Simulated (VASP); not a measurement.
The system is CdSe.

```xyz
2
Lattice="0.0000 3.0462 3.0462 3.0462 0.0000 3.0462 3.0462 3.0462 0.0000" Properties=species:S:1:pos:R:3 pbc="T T T"
Cd    0.0000    0.0000    0.0000
Se    1.5231    1.5231    1.5231
```

The cell was built by a generator and needn't be a form met in nature.

Base run:

```yaml
Program: VASP 6.6.1
Functional: PBEsol
Potentials_or_basis: VASP PAW PBE potentials, release 64 (Cd, Se)
Cutoff: 520 eV
k_mesh: 6 × 6 × 6
Occupations: gaussian, width 0.03 eV
Spin: no spin polarisation
```

Its results: band gap on the k mesh 0.47 eV, direct; pressure 0.1 GPa.

Q: The run is repeated on the same cell with these changes: functional from PBEsol to HSE06. What comes out?

A: Band gap on the k mesh 1.56 eV, direct; pressure 1.5 GPa.

HSE06 gives the wider gap, since exact exchange removes part of the self-interaction.

Caveats: the PAW data sets were made with another functional, which shifts forces and pressure a little.
